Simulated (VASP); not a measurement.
# KMgF3 (Pm-3m) in VASP: notebook

The runs below take KMgF3 through single point, with PBE, r2SCAN.

Program: VASP 6.6.1. These are calculated values, not measurements. Logs are shortened: lines on timing, memory, paths and dates and some standing lists are left out, and cuts for length are marked.

## 1. The crystal as given

Symmetry: Pm-3m, No. 221, cubic system. Conventional cell: a = 3.980 Å, b = 3.980 Å, c = 3.980 Å, α = 90.00°, β = 90.00°, γ = 90.00°. Around K (site symmetry m-3m) lie 12 F at 2.81 Å. Mg (site symmetry m-3m) is surrounded by 6 F at 1.99 Å. Around F (site symmetry 4/mmm) lie 2 Mg at 1.99 Å.

## 2. Single point, PBE

Input file INCAR:

```
PREC = Accurate
ENCUT = 520
EDIFF = 1E-7
ISMEAR = 0
SIGMA = 0.01
LREAL = F
LASPH = T
NELM = 100
ALGO = Normal
ISIF = 2
LWAVE = F
LCHARG = F
GGA = PE
NBANDS = 24
```

Input file KPOINTS:

```
Automatic mesh
0
Gamma
  6 6 6
```

Input file POSCAR:

```
KMgF3
1.0
    3.9802355629      0.0000000000      0.0000000000
    0.0000000000      3.9802355629      0.0000000000
    0.0000000000      0.0000000000      3.9802355629
K Mg F
1 1 3
Direct
    0.5000000000      0.5000000000      0.5000000000
    0.0000000000      0.0000000000      0.0000000000
    0.5000000000      0.0000000000      0.0000000000
    0.0000000000      0.5000000000      0.0000000000
    0.0000000000      0.0000000000      0.5000000000
```

Potentials or basis: VASP PAW PBE potentials, release 64 (K_sv, Mg, F).

On the command line:

```bash
$ cat potpaw_PBE.64/K_sv/POTCAR potpaw_PBE.64/Mg/POTCAR potpaw_PBE.64/F/POTCAR > POTCAR
$ mpirun -np 1 vasp_std > vasp.out
```

OUTCAR:

```text
PREC = Accurate
   ENCUT = 520
   EDIFF = 1E-7
   ISMEAR = 0
   LREAL = F
   LASPH = T
   NELM = 100
   ISIF = 2
   GGA = PE

 ion  position               nearest neighbor table
   1  0.500  0.500  0.500-   3 2.81   4 2.81   5 2.81   3 2.81   4 2.81   3 2.81   5 2.81   3 2.81
                             4 2.81   5 2.81   4 2.81   5 2.81   2 3.45   2 3.45   2 3.45   2 3.45
   2  0.000  0.000  0.000-   3 1.99   4 1.99   5 1.99   5 1.99   4 1.99   3 1.99   1 3.45   1 3.45
                             1 3.45   1 3.45   1 3.45   1 3.45   1 3.45   1 3.45
   3  0.500  0.000  0.000-   2 1.99   2 1.99   1 2.81   1 2.81   1 2.81   1 2.81
   4  0.000  0.500  0.000-   2 1.99   2 1.99   1 2.81   1 2.81   1 2.81   1 2.81
   5  0.000  0.000  0.500-   2 1.99   2 1.99   1 2.81   1 2.81   1 2.81   1 2.81

  LATTYP: Found a simple cubic cell.
 ALAT       =     3.9802355629

  Lattice vectors:

 A1 = (   3.9802355629,   0.0000000000,   0.0000000000)
 A2 = (   0.0000000000,   3.9802355629,   0.0000000000)
 A3 = (   0.0000000000,   0.0000000000,   3.9802355629)

Analysis of symmetry for initial positions (statically):
=====================================================================
 Subroutine PRICEL returns:
 Original cell was already a primitive cell.

 Routine SETGRP: Setting up the symmetry group for a
 simple cubic supercell.

 Subroutine GETGRP returns: Found 48 space group operations
 (whereof 48 operations were pure point group operations)
 out of a pool of 48 trial point group operations.

The static configuration has the point symmetry O_h .

Analysis of symmetry for dynamics (positions and initial velocities):
=====================================================================
 Subroutine PRICEL returns:
 Original cell was already a primitive cell.

 Routine SETGRP: Setting up the symmetry group for a
 simple cubic supercell.

 Subroutine GETGRP returns: Found 48 space group operations
 (whereof 48 operations were pure point group operations)
 out of a pool of 48 trial point group operations.

The dynamic configuration has the point symmetry O_h .

 Subroutine INISYM returns: Found 48 space group operations
 (whereof 48 operations are pure point group operations),
 and found     1 'primitive' translations

----------------------------------------------------------------------------------------

                                     Primitive cell

  volume of cell :      63.0560

[... 92 lines left out ...]
   NSW    =      0    number of steps for IOM
   IBRION =     -1    ionic relax: 0-MD 1-quasi-New 2-CG
   NFREE  =      0    steps in history (QN), initial steepest desc. (CG)
   ISIF   =      2    stress and relaxation
   ISYM   =      2    0-nonsym 1-usesym 2-fastsym
   POTIM  = 0.5000    time-step for ionic-motion
   TEBEG  =    0.0;   TEEND  =   0.0 temperature during run
   PSTRESS=    0.0 pullay stress
   NELECT =      32.0000    total number of electrons
   NUPDOWN=      -1.0000    fix difference up-down
   EMIN   =  10.00;   EMAX   =-10.00  energy-range for DOS
   EFERMI =   0.00;   METHOD = LEGACY
   ISMEAR =     0;   SIGMA  =   0.01  broadening in eV -4-tet -1-fermi 0-gaus
   EFERMI_NEDOS =   21; number of points for ismear=-14 and -15
   IALGO  =     38    algorithm
   IMIX   =      4    mixing-type and parameters
     AMIX     =   0.40;   BMIX     =  1.00
     AMIX_MAG =   1.60;   BMIX_MAG =  1.00
  volume/ion in A,a.u.               =      12.61        85.10
  Fermi-wavevector in a.u.,A,eV,Ry     =   1.305818  2.467639 23.200126  1.705161
  Thomas-Fermi vector in A             =   2.436662
   LORBIT       =      0    0 simple, 1 ext, 2 COOP (PROOUT), +10 PAW based schemes
   GGA     = PE    functional components
   LHFCALC =     F    Hartree Fock is set to
   AEXX    =    0.0000 exact exchange contribution
   IVDW    =     0    specifies the selected vdW correction
   LEPSILON=     F    determine dielectric tensor
   LRPA    =     F    only Hartree local field effects (RPA)
 non-spin polarized calculation
 Gauss-broadening in eV      SIGMA  =   0.01
  energy-cutoff  :      520.00
  volume of cell :       63.06
 maximum number of plane-waves:      1743
 NGX is ok and might be reduce to    30
   NGX = 15   NGY = 15   NGZ = 15

 number of electron      31.9999959 magnetization

 Free energy of the ion-electron system (eV)
  ---------------------------------------------------
  ext. energy  EPLUGINS =         0.00000000
  ---------------------------------------------------
  free energy    TOTEN  =       -24.40805977 eV

  energy without entropy =      -24.40805977  energy(sigma->0) =      -24.40805977

 E-fermi :  -1.5005     XC(G=0):  -9.7053

 val. band max:       -1.5796767106   @ k =   0.5000   0.5000   0.5000
 cond. band min:       5.7577088598   @ k =   0.0000   0.0000   0.0000
 fundamental gap:      7.3373855704
 Fermi energy:        -1.5004723321

 k-point     1 :       0.0000    0.0000    0.0000
  band No.  band energies     occupation
      1     -27.2246      2.00000
      2     -21.7101      2.00000
      3     -21.0510      2.00000
      4     -21.0510      2.00000
      5     -10.7174      2.00000
      6     -10.7174      2.00000
[... 529 lines left out ...]
     23      13.6258      0.00000
     24      13.6258      0.00000

------------------------ aborting loop because EDIFF is reached ----------------------------------------

  FORCE on cell =-STRESS in cart. coord.  units (eV):
  Direction    XX          YY          ZZ          XY          YZ          ZX
  --------------------------------------------------------------------------------------
  -------------------------------------------------------------------------------------
  Total        1.4695252      1.4695252      1.4695252     -0.0000000     -0.0000000      0.0000000
  in kB       37.3388805     37.3388805     37.3388805     -0.0000000     -0.0000000      0.0000000
  external PRESSURE =      37.3388805 kB  Pullay stress =       0.0000000 kB

 VOLUME and BASIS-vectors are now :
 -----------------------------------------------------------------------------
  energy-cutoff  :      520.00
  volume of cell :       63.06
      direct lattice vectors                 reciprocal lattice vectors
     3.980235563  0.000000000  0.000000000     0.251241411  0.000000000  0.000000000
     0.000000000  3.980235563  0.000000000     0.000000000  0.251241411  0.000000000
     0.000000000  0.000000000  3.980235563     0.000000000  0.000000000  0.251241411

 POSITION                                       TOTAL-FORCE (eV/Angst)
 -----------------------------------------------------------------------------------
      1.99012      1.99012      1.99012         0.000000      0.000000      0.000000
      0.00000      0.00000      0.00000         0.000000      0.000000      0.000000
      1.99012      0.00000      0.00000         0.000000      0.000000      0.000000
      0.00000      1.99012      0.00000         0.000000      0.000000      0.000000
      0.00000      0.00000      1.99012         0.000000      0.000000      0.000000
 -----------------------------------------------------------------------------------
    total drift:                                0.000000     -0.000000      0.000000

  FREE ENERGIE OF THE ION-ELECTRON SYSTEM (eV)
  ---------------------------------------------------
  free  energy   TOTEN  =       -24.4080597667 eV

  energy  without entropy=      -24.4080597667  energy(sigma->0) =      -24.40805977
```

OSZICAR:

```text
N       E                     dE             d eps       ncg     rms          rms(c)
DAV:   1     0.217413838332E+03    0.21741E+03   -0.17454E+04  1000   0.128E+03
DAV:   2    -0.148691524777E+02   -0.23228E+03   -0.22590E+03  1224   0.340E+02
DAV:   3    -0.260814128228E+02   -0.11212E+02   -0.11153E+02  1352   0.692E+01
DAV:   4    -0.266144040396E+02   -0.53299E+00   -0.53293E+00  1296   0.902E+00
DAV:   5    -0.266169983485E+02   -0.25943E-02   -0.25943E-02  1280   0.718E-01    0.902E+00
DAV:   6    -0.244049580234E+02    0.22120E+01   -0.71486E+00  1136   0.191E+01    0.406E+00
DAV:   7    -0.244081457300E+02   -0.31877E-02   -0.32472E-01  1112   0.296E+00    0.240E+00
DAV:   8    -0.244085792145E+02   -0.43348E-03   -0.74426E-02  1176   0.244E+00    0.333E-01
DAV:   9    -0.244077998082E+02    0.77941E-03   -0.17346E-02  1192   0.908E-01    0.152E-01
DAV:  10    -0.244080713803E+02   -0.27157E-03   -0.10498E-03  1152   0.215E-01    0.897E-02
DAV:  11    -0.244080745910E+02   -0.32107E-05   -0.42881E-05  1184   0.556E-02    0.416E-02
DAV:  12    -0.244080594447E+02    0.15146E-04   -0.63503E-05  1128   0.532E-02    0.305E-03
DAV:  13    -0.244080597384E+02   -0.29364E-06   -0.16148E-06  1248   0.825E-03    0.132E-03
DAV:  14    -0.244080597667E+02   -0.28338E-07   -0.23726E-07  1064   0.343E-03
   1 F= -.24408060E+02 E0= -.24408060E+02  d E =-.446164E-31
```

stdout:

```text
POSCAR found type information on POSCAR K MgF
 POSCAR found :  3 types and       5 ions
 scaLAPACK will be used
 LDA part: xc-table for (Slater+PW92), standard interpolation
 POSCAR, INCAR and KPOINTS ok, starting setup
 FFT: planning ... GRIDC
 FFT: planning ... GRID_SOFT
 FFT: planning ... GRID
 WAVECAR not read
 entering main loop
```

It took 25 s on 1 thread of Intel Xeon Platinum 8488C (Sapphire Rapids), shared host; peak memory 0.18 GiB.

What came out:

| Quantity | Value |
| --- | --- |
| Free energy | -24.4081 eV |
| Pressure | 3.7 GPa |
| Band gap on the k mesh | 7.34 eV, indirect (least direct gap 7.66 eV) |

Levels at points of the mesh, in eV from the valence-band top:
| k point | band 13 | band 14 | band 15 | band 16 | band 17 | band 18 | band 19 | band 20 |
| --- | --- | --- | --- | --- | --- | --- | --- | --- |
| (0.00, 0.00, 0.00) | -0.63 | -0.32 | -0.32 | -0.32 | 7.34 | 10.09 | 10.09 | 12.25 |
| (0.50, 0.00, 0.00) | -0.87 | -0.87 | -0.53 | -0.53 | 10.15 | 10.49 | 11.13 | 12.84 |
| (0.50, 0.50, 0.00) | -1.05 | -0.90 | -0.90 | -0.02 | 10.94 | 11.72 | 12.67 | 12.67 |
| (0.50, 0.50, 0.50) | -1.12 | 0.00 | 0.00 | 0.00 | 10.46 | 10.46 | 10.46 | 14.03 |

## 3. Single point, r2SCAN

This run uses another cell than the first one, of 12.23 Å³/atom, 0.970 times its volume.

POSCAR, as its differences from that of step 2:

```diff
@@ -2,5 +2,5 @@
 1.0
-    3.9802355629      0.0000000000      0.0000000000
-    0.0000000000      3.9802355629      0.0000000000
-    0.0000000000      0.0000000000      3.9802355629
+    3.9400284143      0.0000000000      0.0000000000
+    0.0000000000      3.9400284143      0.0000000000
+    0.0000000000      0.0000000000      3.9400284143
 K Mg F
```

Input file INCAR.step1:

```
PREC = Accurate
ENCUT = 520
ISMEAR = 0
SIGMA = 0.01
LREAL = F
LASPH = T
NELM = 100
NBANDS = 24
GGA = PE
ALGO = Normal
EDIFF = 1E-4
LWAVE = T
LCHARG = F
```

Input file INCAR.step2:

```
PREC = Accurate
ENCUT = 520
EDIFF = 1E-6
ISMEAR = 0
SIGMA = 0.01
LREAL = F
LASPH = T
NELM = 100
ALGO = Normal
ISIF = 2
LWAVE = F
LCHARG = F
METAGGA = R2SCAN
LMIXTAU = T
NBANDS = 24
ISTART = 1
```

KPOINTS is that of step 2.

Potentials or basis: VASP PAW PBE potentials, release 64 (K_sv, Mg, F).

On the command line:

```bash
$ cat potpaw_PBE.64/K_sv/POTCAR potpaw_PBE.64/Mg/POTCAR potpaw_PBE.64/F/POTCAR > POTCAR
$ cp INCAR.step1 INCAR
$ mpirun -np 1 vasp_std > vasp.out
$ cp INCAR.step2 INCAR
$ mpirun -np 1 vasp_std > vasp.out
```

OUTCAR:

```text
PREC = Accurate
   ENCUT = 520
   EDIFF = 1E-6
   ISMEAR = 0
   LREAL = F
   LASPH = T
   NELM = 100
   ISIF = 2
   METAGGA = R2SCAN
   ISTART = 1

 ion  position               nearest neighbor table
   1  0.500  0.500  0.500-   3 2.79   4 2.79   5 2.79   3 2.79   4 2.79   3 2.79   5 2.79   3 2.79
                             4 2.79   5 2.79   4 2.79   5 2.79   2 3.41   2 3.41   2 3.41   2 3.41
   2  0.000  0.000  0.000-   3 1.97   4 1.97   5 1.97   5 1.97   4 1.97   3 1.97   1 3.41   1 3.41
                             1 3.41   1 3.41   1 3.41   1 3.41   1 3.41   1 3.41
   3  0.500  0.000  0.000-   2 1.97   2 1.97   1 2.79   1 2.79   1 2.79   1 2.79
   4  0.000  0.500  0.000-   2 1.97   2 1.97   1 2.79   1 2.79   1 2.79   1 2.79
   5  0.000  0.000  0.500-   2 1.97   2 1.97   1 2.79   1 2.79   1 2.79   1 2.79

  LATTYP: Found a simple cubic cell.
 ALAT       =     3.9400284143

  Lattice vectors:

 A1 = (   3.9400284143,   0.0000000000,   0.0000000000)
 A2 = (   0.0000000000,   3.9400284143,   0.0000000000)
 A3 = (   0.0000000000,   0.0000000000,   3.9400284143)

[... 176 lines left out ...]

 E-fermi :  -1.9604     XC(G=0): -10.3923

 val. band max:       -2.0398416702   @ k =   0.5000   0.5000   0.5000
 cond. band min:       6.4882313450   @ k =   0.0000   0.0000   0.0000
 fundamental gap:      8.5280730151
 Fermi energy:        -1.9604344451

 k-point     1 :       0.0000    0.0000    0.0000
  band No.  band energies     occupation
      1     -28.5711      2.00000
      2     -23.3733      2.00000
      3     -22.6970      2.00000
      4     -22.6970      2.00000
      5     -11.3027      2.00000
      6     -11.3027      2.00000
[... 529 lines left out ...]
     23      14.5570      0.00000
     24      14.5570      0.00000

------------------------ aborting loop because EDIFF is reached ----------------------------------------

  FORCE on cell =-STRESS in cart. coord.  units (eV):
  Direction    XX          YY          ZZ          XY          YZ          ZX
  --------------------------------------------------------------------------------------
  -------------------------------------------------------------------------------------
  Total        0.7497491      0.7497491      0.7497491      0.0000000      0.0000000     -0.0000000
  in kB       19.6394119     19.6394119     19.6394119      0.0000000      0.0000000     -0.0000000
  external PRESSURE =      19.6394119 kB  Pullay stress =       0.0000000 kB

 VOLUME and BASIS-vectors are now :
 -----------------------------------------------------------------------------
  energy-cutoff  :      520.00
  volume of cell :       61.16
      direct lattice vectors                 reciprocal lattice vectors
     3.940028414  0.000000000  0.000000000     0.253805276  0.000000000  0.000000000
     0.000000000  3.940028414  0.000000000     0.000000000  0.253805276  0.000000000
     0.000000000  0.000000000  3.940028414     0.000000000  0.000000000  0.253805276

 POSITION                                       TOTAL-FORCE (eV/Angst)
 -----------------------------------------------------------------------------------
      1.97001      1.97001      1.97001         0.000000      0.000000      0.000000
      0.00000      0.00000      0.00000         0.000000      0.000000      0.000000
      1.97001      0.00000      0.00000         0.000000      0.000000      0.000000
      0.00000      1.97001      0.00000         0.000000      0.000000      0.000000
      0.00000      0.00000      1.97001         0.000000      0.000000      0.000000
 -----------------------------------------------------------------------------------
    total drift:                                0.000000     -0.000000      0.000000

  FREE ENERGIE OF THE ION-ELECTRON SYSTEM (eV)
  ---------------------------------------------------
  free  energy   TOTEN  =       -37.4038146445 eV

  energy  without entropy=      -37.4038146445  energy(sigma->0) =      -37.40381464
```

OSZICAR.step1:

```text
N       E                     dE             d eps       ncg     rms          rms(c)
DAV:   1     0.213475526466E+03    0.21348E+03   -0.17541E+04  1000   0.129E+03
DAV:   2    -0.155155677044E+02   -0.22899E+03   -0.22226E+03  1224   0.339E+02
DAV:   3    -0.261582197221E+02   -0.10643E+02   -0.10591E+02  1376   0.674E+01
DAV:   4    -0.265522127280E+02   -0.39399E+00   -0.39391E+00  1272   0.814E+00
DAV:   5    -0.265542862488E+02   -0.20735E-02   -0.20735E-02  1272   0.643E-01    0.908E+00
DAV:   6    -0.243381457425E+02    0.22161E+01   -0.70431E+00  1128   0.194E+01    0.421E+00
DAV:   7    -0.243441733893E+02   -0.60276E-02   -0.35223E-01  1128   0.310E+00    0.248E+00
DAV:   8    -0.243452409084E+02   -0.10675E-02   -0.75269E-02  1176   0.243E+00    0.347E-01
DAV:   9    -0.243442420762E+02    0.99883E-03   -0.18480E-02  1192   0.945E-01    0.153E-01
DAV:  10    -0.243444984613E+02   -0.25639E-03   -0.11037E-03  1112   0.227E-01    0.887E-02
DAV:  11    -0.243445123854E+02   -0.13924E-04   -0.30475E-05   824   0.502E-02
   1 F= -.24344512E+02 E0= -.24344512E+02  d E =-.533707E-14
```

It took 80 s on 1 thread of Intel Xeon Platinum 8488C (Sapphire Rapids), shared host; peak memory 0.19 GiB.

What came out:

```yaml
Free_energy: -37.4038 eV
Pressure: 2.0 GPa
Band_gap_on_the_k_mesh: 8.53 eV, indirect (least direct gap 8.85 eV)
```

Levels at points of the mesh, in eV from the valence-band top:
| k point | band 14 | band 15 | band 16 | band 17 | band 18 | band 19 |
| --- | --- | --- | --- | --- | --- | --- |
| (0.00, 0.00, 0.00) | -0.32 | -0.32 | -0.32 | 8.53 | 10.89 | 10.89 |
| (0.50, 0.00, 0.00) | -0.90 | -0.55 | -0.55 | 11.24 | 11.84 | 11.99 |
| (0.50, 0.50, 0.00) | -0.92 | -0.92 | -0.02 | 12.08 | 12.72 | 13.94 |
| (0.50, 0.50, 0.50) | 0.00 | 0.00 | 0.00 | 11.52 | 11.52 | 11.52 |

Caveat: the PAW data sets were made with another functional, which shifts forces and pressure a little. A k mesh can miss the band edges.
